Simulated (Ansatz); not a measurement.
# 1T-SiSSe monolayer in a perpendicular field, part 3 of 4

Aim: how the 1T-SiSSe monolayer screens a field along its normal, and what the field does to its bands. A positive field points along +c.

Ansatz 0.2.0; plane-wave DFT, LDA, Ansatz PAW (the session's first sound run).

So far, gap along the path (eV): step 3 (atoms held, field 0) 0.540; step 4 (field 0.1 V/Å) 0.545; step 5 (field -0.1 V/Å) 0.534; step 6 (field 0.5 V/Å) 0.566; step 7 (field -0.3 V/Å) 0.524.

### Step 9. Field on, atoms free, field 0.1 V/Å

This step: plane-wave DFT, LDA, Ansatz PAW (Ansatz 0.2.0).

Now the atoms may follow the field. A weak field makes forces of meV/Å to tens of meV/Å, so the force tolerance is set well below the usual one.

input.yaml

```yaml
crystal:
  lattice:
    - [3.3431803024, 0.0, 0.0]
    - [-1.6715901512, 2.8952790713, 0.0]
    - [0.0, 0.0, 20.736355663]
  atoms:
    - { symbol: Se, position: [0.6666666667, 0.3333333333, 0.4340203335] }
    - { symbol: Si, position: [0.0, 0.0, 0.5036303185] }
    - { symbol: S, position: [0.3333333333, 0.6666666667, 0.5659796665] }
kpoints:
  mp_grid: { grid: [12, 12, 1] }
hamiltonian:
  xc: lda
scf:
  occupations: { method: fermi_dirac, width: 0.02585 }
  convergence: { dr2_threshold: 1.0e-10 }
efield:
  axis: 3
  dipole_correction: true
  ramp_position: 0.97
  ramp_width: 0.06
  amplitude: 0.1
relax:
  f_tol: 0.001
  max_steps: 60
output:
  write_potential: true
  write_density: true
  volumetric_format: npy
```

Launch:

```console
> ansatz run input.yaml --threads 2 --pin off --max-ram 3072MiB --backend cpu --events-out ev --progress --plain --runs-dir out
```

Numbers of over 12 decimals in the logs are rounded to 6 here.

The log of the run:

```text
[...]
Crystal: 3 atoms, lattice volume = 200.716 Å³
Basis set: ecut = 420 eV, 4017 PW (Γ)
Bands: 17, of which v1, the nominal top of the filled ones, is band 13 counted from 1 (12 counted from 0)
Symmetry: 6 space group operations
[...]
k-points: 19 of 144 (time reversal used)
[...]
SCF iter   1: F=—  HF=-6863.057688 eV  |F-HF|=—  |Δ(HF+E_count)|=         —  Δρ=2.05e-2  dr2=8.45e-1  ethr=3.10e-3  p=0.027 e·Å  D=2.43e-2 V/Å  ΔV_dip=-0.50 eV  dr2_dipole=3.51e-3  V_vac-E_F(+/−)=7.21/5.84 eV  ⟨swp⟩=10.0  Hψ=2372  notcnv=0
[...]
SCF iter  13: F=-6862.783073 eV  HF=-6862.783073 eV  |F-HF|=2.46e-11  |Δ(HF+E_count)|=  2.87e-10  Δρ=6.83e-8  dr2=9.73e-12  ethr=1.00e-12  p=0.010 e·Å  D=9.28e-3 V/Å  ΔV_dip=-0.19 eV  dr2_dipole=1.06e-12  V_vac-E_F(+/−)=6.45/4.78 eV  ⟨swp⟩=7.0  Hψ=1780  notcnv=0
SCF 1 converged in 13 iterations: F = -6862.783073 eV  dr2 = 9.73e-12
[...]
relax step   1: F+E_penalty+E_count = -6862.78307302 eV  Δ(F+E_penalty+E_count) = +0.000e0 eV  max|allowed force component| = 2.380e-2 eV/Å  Δτ_max = 0.0000 Å  (13 SCF iters, accepted)
[...]
SCF iter   7: F=-6862.783086 eV  HF=-6862.783086 eV  |F-HF|=1.82e-11  |Δ(HF+E_count)|=  1.82e-12  Δρ=1.03e-7  dr2=1.17e-11  ethr=1.00e-12  p=0.011 e·Å  D=9.51e-3 V/Å  ΔV_dip=-0.20 eV  dr2_dipole=8.77e-15  V_vac-E_F(+/−)=6.45/4.78 eV  ⟨swp⟩=8.0  Hψ=1790  notcnv=0
SCF 2 converged in 7 iterations: F = -6862.783086 eV  dr2 = 1.17e-11
relax step   2: F+E_penalty+E_count = -6862.78308561 eV  Δ(F+E_penalty+E_count) = -1.259e-5 eV  max|allowed force component| = 2.559e-3 eV/Å  Δτ_max = 0.0006 Å  (7 SCF iters, accepted)
SCF iter   1: F=—  HF=-6862.783088 eV  |F-HF|=—  |Δ(HF+E_count)|=         —  Δρ=5.85e-6  dr2=1.87e-7  ethr=3.25e-8  p=0.011 e·Å  D=9.51e-3 V/Å  ΔV_dip=-0.20 eV  dr2_dipole=3.07e-8  V_vac-E_F(+/−)=6.45/4.78 eV  ⟨swp⟩=1.8  Hψ=712  notcnv=0
[...]
SCF iter   6: F=-6862.783086 eV  HF=-6862.783086 eV  |F-HF|=6.37e-12  |Δ(HF+E_count)|=  1.55e-11  Δρ=5.83e-8  dr2=1.02e-11  ethr=1.00e-12  p=0.011 e·Å  D=9.54e-3 V/Å  ΔV_dip=-0.20 eV  dr2_dipole=1.11e-12  V_vac-E_F(+/−)=6.45/4.78 eV  ⟨swp⟩=8.0  Hψ=1688  notcnv=0
SCF 3 converged in 6 iterations: F = -6862.783086 eV  dr2 = 1.02e-11
relax step   3: F+E_penalty+E_count = -6862.78308584 eV  Δ(F+E_penalty+E_count) = -2.390e-7 eV  max|allowed force component| = 4.823e-4 eV/Å  Δτ_max = 0.0002 Å  (6 SCF iters, accepted)
[...]
the band table was solved once a step of the walk had ended and its energy, with any forces and stress, was formed, with the checks that follow a solve (2139 applications of the Hamiltonian). They found nothing against the state; the energy, forces and stress were not computed again (output.eigenvalues in the input reference)
[...]
SCF converged after 6 iterations
Free energy (F): -6862.783086 eV
[...]
Internal energy: -6862.783085 eV  (E = F + TS)
E sigma→0 (E₀):  -6862.783085 eV
Entropy (-TS):   -0.000001 eV (-0.000 meV/atom)
Fermi energy:    -1.754686 eV
Dipole field:    D = 0.009534 V/Å  (p = 0.010575 e·Å, saw-weighted, corrected)
Work function:   not extracted (applied field tilts the vacuum); planar V_es + V_field profile in the machine report
[...]
--- Forces (eV/Å), atoms counted from 1 ---
  atom   1  Se     0.00000000     0.00000000    -0.00048421
  atom   2  Si    -0.00000000     0.00000000     0.00003005
  atom   3  S      0.00000000     0.00000000     0.00044850
  max |Σ_I F_I| component: 5.66e-6 eV/Å
--- Band table (eV; the first three rows and the last of 19) ---
  k-point 0: bands = [... 9 lower, -3.2924, -3.2924, -2.0787, -2.0787, 0.7474, 1.8921, 2.5187, 2.5187]
  k-point 1: bands = [... 9 lower, -3.6952, -3.5677, -2.6876, -2.0363, 1.1871, 2.1550, 2.6205, 2.7083]
  k-point 2: bands = [... 9 lower, -4.1113, -3.8658, -3.5749, -2.1087, 0.8978, 2.4556, 3.2309, 3.4170]
  k-point 18: bands = [... 9 lower, -7.1607, -6.8665, -3.6491, -3.4462, 0.2204, 3.5803, 3.7393, 4.8440]
--- Relaxed structure (3 steps of the walk, 3 accepted, 0 SCFs on fresh bases) ---
  F+E_penalty+E_count = -6862.78308584 eV   max|allowed force component| = 4.823e-4 eV/Å
  atoms:
    - { symbol: Se, position: [0.666667, 0.333333, 0.434011] }
    - { symbol: Si, position: [0, 0, 0.503664] }
    - { symbol: S, position: [0.333333, 0.666667, 0.565955] }
```

Run time: 8.1 s. Hardware: 2 threads of Intel Xeon Platinum 8488C (Sapphire Rapids), shared host; peak memory 0.45 GiB.

Hardly anything moved in the relaxation; the energy changed by under 0.2 meV an atom.

This step gave:

```yaml
dipole_along_the_normal: 0.01057 e·Å
```

The relaxation took 3 steps and lowered the energy by 1.3e-5 eV; the largest force on the free atoms ends at 4.8e-4 eV/Å.

The dipole is 0.0106 e·Å, 0.0262 e·Å from its value without field, and the gap on the mesh 0.542 eV.

### Step 10. Relaxing in the field, field -0.1 V/Å

The opposite sign, again from the field-free geometry; the difference of the two cancels what relaxes without a field.

Edit input.yaml of step 9 so:

```diff
@@ -21,3 +21,3 @@
   ramp_width: 0.06
-  amplitude: 0.1
+  amplitude: -0.1
 relax:
```

The log of the run:

```text
[...]
Crystal: 3 atoms, lattice volume = 200.716 Å³
Basis set: ecut = 420 eV, 4017 PW (Γ)
Bands: 17, of which v1, the nominal top of the filled ones, is band 13 counted from 1 (12 counted from 0)
Symmetry: 6 space group operations
[...]
k-points: 19 of 144 (time reversal used)
[...]
k-point 18: bands = [... 9 lower, -7.1564, -6.8567, -3.6518, -3.4243, 0.2305, 3.6054, 3.7328, 4.8614]
--- Relaxed structure (3 steps of the walk, 3 accepted, 0 SCFs on fresh bases) ---
  F+E_penalty+E_count = -6862.78621075 eV   max|allowed force component| = 6.492e-4 eV/Å
  atoms:
    - { symbol: Se, position: [0.666667, 0.333333, 0.434033] }
    - { symbol: Si, position: [0, 0, 0.503590] }
    - { symbol: S, position: [0.333333, 0.666667, 0.566007] }
[key lines of the parts left out:]
SCF converged after 6 iterations
Free energy (F): -6862.786211 eV
Fermi energy:    -1.743768 eV
Dipole field:    D = -0.037703 V/Å  (p = -0.041822 e·Å, saw-weighted, corrected)
```

It took 6.4 s on 2 threads; peak memory 0.45 GiB; 12 s of CPU time.

No atom moved by 0.005 Å in the relaxation.

Numbers from this step:

```
dipole along the normal : -0.04182 e·Å
```

The relaxation took 3 steps and lowered the energy by 1.8e-5 eV; the largest force on the free atoms ends at 6.5e-4 eV/Å.

The dipole is -0.0418 e·Å, -0.0262 e·Å from its value without field, and the gap on the mesh 0.541 eV.

### Step 11. Response, atoms relaxed

This step: plane-wave DFT, LDA, Ansatz PAW; response to a field along the normal, atoms relaxed (Ansatz 0.2.0).

The same analysis on the two relaxed runs holds the ionic part too; their mesh is coarser, so small differences from the held value can come from that.

Numbers from this step:

```
equivalent conductor thickness p/(ε₀AE) : 4.898 Å
distance between the outer atoms        : 2.737 Å
```

Table of dipole of the cell by applied field:

```csv
applied field (V/Å),dipole of the cell (e·Å)
-0.1000,-0.0418
0.1000,0.0106
```

Local field over the applied field, running mean. From the potentials at -0.1 and 0.1 V/Å; running mean over 2.5 Å. Local field over applied field against z:

```csv
z (Å),local field over applied field
4.03,1.000
4.46,0.999
4.90,0.997
5.33,0.991
5.76,0.977
6.19,0.943
6.62,0.874
7.06,0.760
7.49,0.631
7.92,0.487
8.35,0.360
8.78,0.238
9.22,0.0963
9.65,-0.0142
10.08,-0.0324
10.66,0.00765
11.09,0.0360
11.52,0.115
11.95,0.272
12.38,0.445
12.82,0.549
13.25,0.666
13.68,0.777
14.11,0.895
14.54,0.956
14.98,0.983
15.41,0.994
15.84,0.998
16.27,0.999
16.70,1.000
```

Electrons, planar mean, per unit field. Induced electron density against z:

```csv
z (Å),induced electron density (e/Å³ per V/Å)
4.03,1.8e-6
4.46,4.2e-6
4.90,1.3e-5
5.33,3.7e-5
5.76,1.0e-4
6.19,2.7e-4
6.62,6.6e-4
7.06,0.00148
7.49,0.00282
7.92,0.00410
8.35,0.00436
8.78,0.0104
9.22,-0.00957
9.65,-0.00385
10.08,-0.00216
10.66,0.00238
11.09,0.00429
11.52,4.3e-5
11.95,-0.00104
12.38,-0.00495
12.82,-0.00465
13.25,-0.00264
13.68,-0.00123
14.11,-5.1e-4
14.54,-1.9e-4
14.98,-6.9e-5
15.41,-2.5e-5
15.84,-7.8e-6
16.27,-3.0e-6
16.70,-7.2e-7
```

The induced dipole is that of a conductor 4.90 Å thick.

### Step 12. Same geometry, cutoff 420 eV, functional LDA

This step: plane-wave DFT, LDA, Ansatz PAW (Ansatz 0.2.0).

The geometry is kept and the functional is LDA; other changes against the main runs: SCF threshold 1.0e-10 → 1.0e-09 eV and k-mesh 18×18×1 → 6×6×1.

input.yaml, the sections that differ from step 10:

```yaml
kpoints:
  mp_grid: { grid: [6, 6, 1] }
scf:
  occupations: { method: fermi_dirac, width: 0.02585 }
  convergence: { dr2_threshold: 1.0e-09 }
efield:
  axis: 3
  dipole_correction: true
  ramp_position: 0.97
  ramp_width: 0.06
  amplitude: 0.1
# crystal, hamiltonian, output: as in step 10
# relax: removed
```

The log of the run:

```text
[...]
Crystal: 3 atoms, lattice volume = 200.716 Å³
Basis set: ecut = 420 eV, 4017 PW (Γ)
Bands: 17, of which v1, the nominal top of the filled ones, is band 13 counted from 1 (12 counted from 0)
Symmetry: 6 space group operations
[...]
k-points: 7 of 36 (time reversal used)
[...]
SCF iter   1: F=—  HF=-6863.040021 eV  |F-HF|=—  |Δ(HF+E_count)|=         —  Δρ=2.06e-2  dr2=8.55e-1  ethr=3.10e-3  p=0.027 e·Å  D=2.43e-2 V/Å  ΔV_dip=-0.50 eV  dr2_dipole=3.26e-3  V_vac-E_F(+/−)=7.23/5.87 eV  ⟨swp⟩=10.1  Hψ=880  notcnv=0
[...]
SCF iter  11: F=-6862.761249 eV  HF=-6862.761249 eV  |F-HF|=6.34e-10  |Δ(HF+E_count)|=   2.00e-9  Δρ=3.12e-7  dr2=5.80e-10  ethr=3.85e-12  p=0.010 e·Å  D=9.32e-3 V/Å  ΔV_dip=-0.19 eV  dr2_dipole=1.22e-10  V_vac-E_F(+/−)=6.47/4.80 eV  ⟨swp⟩=4.3  Hψ=443  notcnv=0
SCF 1 converged in 11 iterations: F = -6862.761249 eV  dr2 = 5.80e-10
[...]
SCF converged after 11 iterations
Free energy (F): -6862.761249 eV
[...]
Internal energy: -6862.761247 eV  (E = F + TS)
E sigma→0 (E₀):  -6862.761248 eV
Entropy (-TS):   -0.000002 eV (-0.001 meV/atom)
Fermi energy:    -1.777089 eV
Dipole field:    D = 0.009335 V/Å  (p = 0.010354 e·Å, saw-weighted, corrected)
Work function:   not extracted (applied field tilts the vacuum); planar V_es + V_field profile in the machine report
[...]
--- Band table (eV; the first three rows and the last of 7) ---
  k-point 0: bands = [... 9 lower, -3.2789, -3.2789, -2.0732, -2.0732, 0.7550, 1.8972, 2.5257, 2.5257]
  k-point 1: bands = [... 9 lower, -4.0998, -3.8593, -3.5691, -2.1018, 0.9047, 2.4599, 3.2379, 3.4190]
  k-point 2: bands = [... 9 lower, -5.4471, -5.0612, -3.3514, -2.5919, -0.7322, 2.4189, 2.9968, 4.1569]
  k-point 6: bands = [... 9 lower, -7.1567, -6.8603, -3.6420, -3.4393, 0.2254, 3.5827, 3.7453, 4.8474]
```

The job ended after 1.5 s (2 threads; peak memory 0.41 GiB).

This step gave:

```
dipole along the normal : 0.01035 e·Å
```

The dipole is 0.0104 e·Å.

### Step 13. Same geometry, cutoff 420 eV, functional LDA (run 2)

The same run in the opposite field.

Edit input.yaml of step 12 so:

```diff
@@ -21,3 +21,3 @@
   ramp_width: 0.06
-  amplitude: 0.1
+  amplitude: -0.1
 output:
```

The log of the run:

```text
[...]
Crystal: 3 atoms, lattice volume = 200.716 Å³
Basis set: ecut = 420 eV, 4017 PW (Γ)
Bands: 17, of which v1, the nominal top of the filled ones, is band 13 counted from 1 (12 counted from 0)
Symmetry: 6 space group operations
[...]
k-points: 7 of 36 (time reversal used)
[...]
--- Band table (eV; the first three rows and the last of 7) ---
  k-point 0: bands = [... 9 lower, -3.2843, -3.2843, -2.0489, -2.0489, 0.7637, 1.9283, 2.5347, 2.5347]
  k-point 1: bands = [... 9 lower, -4.0986, -3.8404, -3.5612, -2.0839, 0.9120, 2.5121, 3.2466, 3.5539]
  k-point 2: bands = [... 9 lower, -5.4368, -5.0574, -3.3410, -2.5765, -0.7232, 2.4447, 2.9924, 4.1659]
  k-point 6: bands = [... 9 lower, -7.1443, -6.8495, -3.6455, -3.4143, 0.2371, 3.6143, 3.7363, 4.8657]
[key lines of the parts left out:]
SCF converged after 11 iterations
Free energy (F): -6862.764358 eV
Fermi energy:    -1.761541 eV
Dipole field:    D = -0.037337 V/Å  (p = -0.041415 e·Å, saw-weighted, corrected)
```

It took 1.5 s on 2 threads; peak memory 0.41 GiB.

The dipole is -0.0414 e·Å.

### Step 14. Response at this level

This step: plane-wave DFT, LDA, Ansatz PAW; response to a field along the normal, atoms held (Ansatz 0.2.0).

The two signs of the field give the slope at this level.

This step gave:

| Item | Value |
| --- | --- |
| equivalent conductor thickness p/(ε₀AE) | 4.839 Å |
| distance between the outer atoms | 2.736 Å |

The induced dipole is that of a conductor 4.84 Å thick.

### Step 15. Same geometry, cutoff 420 eV, functional PBE

This step: plane-wave DFT, PBE, Ansatz PAW (Ansatz 0.2.0).

The geometry is kept and the functional is PBE; other changes against the main runs: SCF threshold 1.0e-10 → 1.0e-09 eV and k-mesh 18×18×1 → 6×6×1.

Edit input.yaml of step 13 so:

```diff
@@ -12,3 +12,3 @@
 hamiltonian:
-  xc: lda
+  xc: pbe
 scf:
@@ -21,3 +21,3 @@
   ramp_width: 0.06
-  amplitude: -0.1
+  amplitude: 0.1
 output:
```

The log of the run:

```text
[...]
Crystal: 3 atoms, lattice volume = 200.716 Å³
Basis set: ecut = 420 eV, 4017 PW (Γ)
Bands: 17, of which v1, the nominal top of the filled ones, is band 13 counted from 1 (12 counted from 0)
Symmetry: 6 space group operations
[...]
k-points: 7 of 36 (time reversal used)
[...]
--- Band table (eV; the first three rows and the last of 7) ---
  k-point 0: bands = [... 9 lower, -3.0706, -3.0706, -1.8379, -1.8379, 1.1298, 2.2484, 2.8161, 2.8161]
  k-point 1: bands = [... 9 lower, -3.8819, -3.6110, -3.3381, -1.8755, 1.2158, 2.7568, 3.5327, 3.5693]
  k-point 2: bands = [... 9 lower, -5.2064, -4.8402, -3.1323, -2.3666, -0.4045, 2.7520, 3.3151, 4.4518]
  k-point 6: bands = [... 9 lower, -6.9239, -6.6260, -3.4211, -3.2121, 0.5472, 3.8933, 4.0902, 5.1704]
[key lines of the parts left out:]
SCF converged after 11 iterations
Free energy (F): -7008.139746 eV
Fermi energy:    -1.492778 eV
Dipole field:    D = 0.007453 V/Å  (p = 0.008267 e·Å, saw-weighted, corrected)
```

Wall time 1.6 s (2 threads); peak memory 0.42 GiB; 2.9 s of CPU time.

The dipole is 0.00827 e·Å.

### Step 16. Same geometry, cutoff 420 eV, functional PBE (run 2)

The same run in the opposite field.

Edit input.yaml of step 15 so:

```diff
@@ -21,3 +21,3 @@
   ramp_width: 0.06
-  amplitude: 0.1
+  amplitude: -0.1
 output:
```

The log of the run:

```text
[...]
Crystal: 3 atoms, lattice volume = 200.716 Å³
Basis set: ecut = 420 eV, 4017 PW (Γ)
Bands: 17, of which v1, the nominal top of the filled ones, is band 13 counted from 1 (12 counted from 0)
Symmetry: 6 space group operations
[...]
k-points: 7 of 36 (time reversal used)
[...]
--- Band table (eV; the first three rows and the last of 7) ---
  k-point 0: bands = [... 9 lower, -3.0756, -3.0756, -1.8127, -1.8127, 1.1401, 2.2878, 2.8257, 2.8257]
  k-point 1: bands = [... 9 lower, -3.8803, -3.5916, -3.3290, -1.8567, 1.2239, 2.8336, 3.5422, 3.7010]
  k-point 2: bands = [... 9 lower, -5.1956, -4.8359, -3.1210, -2.3504, -0.3946, 2.7803, 3.3110, 4.4616]
  k-point 6: bands = [... 9 lower, -6.9110, -6.6145, -3.4239, -3.1862, 0.5598, 3.9254, 4.0830, 5.1896]
[key lines of the parts left out:]
SCF converged after 11 iterations
Free energy (F): -7008.143258 eV
Fermi energy:    -1.476049 eV
Dipole field:    D = -0.039089 V/Å  (p = -0.043359 e·Å, saw-weighted, corrected)
```

Elapsed: 1.5 s, on 2 threads; peak memory 0.42 GiB.

The dipole is -0.0434 e·Å.

### Step 17. Response at this level

This step: plane-wave DFT, PBE, Ansatz PAW; response to a field along the normal, atoms held (Ansatz 0.2.0).

The induced dipole is that of a conductor 4.83 Å thick.

### Step 18. Same geometry, cutoff 500 eV, functional r2SCAN

This step: plane-wave DFT, r2SCAN, Ansatz PAW (Ansatz 0.2.0).

The geometry is kept and the functional is r2SCAN; other changes against the main runs: SCF threshold 1.0e-10 → 1.0e-09 eV, cutoff 420 → 500 and k-mesh 18×18×1 → 6×6×1.

Edit input.yaml of step 16 so:

```diff
@@ -12,3 +12,3 @@
 hamiltonian:
-  xc: pbe
+  xc: r2scan
 scf:
@@ -21,3 +21,3 @@
   ramp_width: 0.06
-  amplitude: -0.1
+  amplitude: 0.1
 output:
```

The log of the run:

```text
[...]
Crystal: 3 atoms, lattice volume = 200.716 Å³
Basis set: ecut = 500 eV, 5007 PW (Γ), exchange–correlation on 100×100×640 points (64 copies of the dense FFT grid, shifted against one another)
Bands: 17, of which v1, the nominal top of the filled ones, is band 13 counted from 1 (12 counted from 0)
Symmetry: 6 space group operations
[...]
--- Band table (eV; the first three rows and the last of 7) ---
  k-point 0: bands = [... 9 lower, -3.3933, -3.3933, -2.1024, -2.1024, 1.4488, 2.5963, 2.9264, 2.9264]
  k-point 1: bands = [... 9 lower, -4.2328, -3.8937, -3.6473, -2.1467, 1.3434, 3.1466, 3.6848, 3.8967]
  k-point 2: bands = [... 9 lower, -5.5703, -5.2327, -3.4429, -2.6554, -0.3181, 3.0209, 3.5734, 4.6563]
  k-point 6: bands = [... 9 lower, -7.3198, -7.0631, -3.7298, -3.5250, 0.6492, 4.1551, 4.3284, 5.4705]
[key lines of the parts left out:]
SCF converged after 10 iterations
Free energy (F): -7024.362063 eV
Fermi energy:    -1.593319 eV
Dipole field:    D = 0.008723 V/Å  (p = 0.009676 e·Å, saw-weighted, corrected)
```

Wall time 4.9 s (2 threads); peak memory 0.73 GiB; 9.5 s of CPU time.

The dipole is 0.00968 e·Å.

### Step 19. Same geometry, cutoff 500 eV, functional r2SCAN (run 2)

The same run in the opposite field.

Edit input.yaml of step 18 so:

```diff
@@ -21,3 +21,3 @@
   ramp_width: 0.06
-  amplitude: 0.1
+  amplitude: -0.1
 output:
```

The log of the run:

```text
[...]
Crystal: 3 atoms, lattice volume = 200.716 Å³
Basis set: ecut = 500 eV, 5007 PW (Γ), exchange–correlation on 100×100×640 points (64 copies of the dense FFT grid, shifted against one another)
Bands: 17, of which v1, the nominal top of the filled ones, is band 13 counted from 1 (12 counted from 0)
Symmetry: 6 space group operations
[...]
--- Band table (eV; the first three rows and the last of 7) ---
  k-point 0: bands = [... 9 lower, -3.4008, -3.4008, -2.0761, -2.0761, 1.4567, 2.6312, 2.9352, 2.9352]
  k-point 1: bands = [... 9 lower, -4.2330, -3.8745, -3.6388, -2.1276, 1.3506, 3.2173, 3.6934, 4.0505]
  k-point 2: bands = [... 9 lower, -5.5601, -5.2299, -3.4320, -2.6392, -0.3090, 3.0470, 3.5690, 4.6652]
  k-point 6: bands = [... 9 lower, -7.3075, -7.0522, -3.7343, -3.4984, 0.6612, 4.1880, 4.3180, 5.4882]
[key lines of the parts left out:]
SCF converged after 10 iterations
Free energy (F): -7024.365222 eV
Fermi energy:    -1.576343 eV
Dipole field:    D = -0.037196 V/Å  (p = -0.041259 e·Å, saw-weighted, corrected)
```

Wall time 6 s (2 threads); peak memory 0.74 GiB.

The dipole is -0.0413 e·Å.

### Step 20. Response at this level

This step: plane-wave DFT, r2SCAN, Ansatz PAW; response to a field along the normal, atoms held (Ansatz 0.2.0).

The induced dipole is that of a conductor 4.76 Å thick.

(Continued in part 4 of 4.)

[Logs are printed without paths, hosts, clocks, repeated set-up lines and the standing remarks that a program may print on its own settings, such as how far it seeks lower states.]

[Hosts, paths, dates, database ids (printed as entryN), source tags and the programs' standing remarks are cut or masked in the printed files.]

[Maps of the electrostatic potential energy from Ansatz leave out the sawtooth potential of an applied field or a dipole correction, so their vacuum need not be flat; planar profiles and work functions include it.]
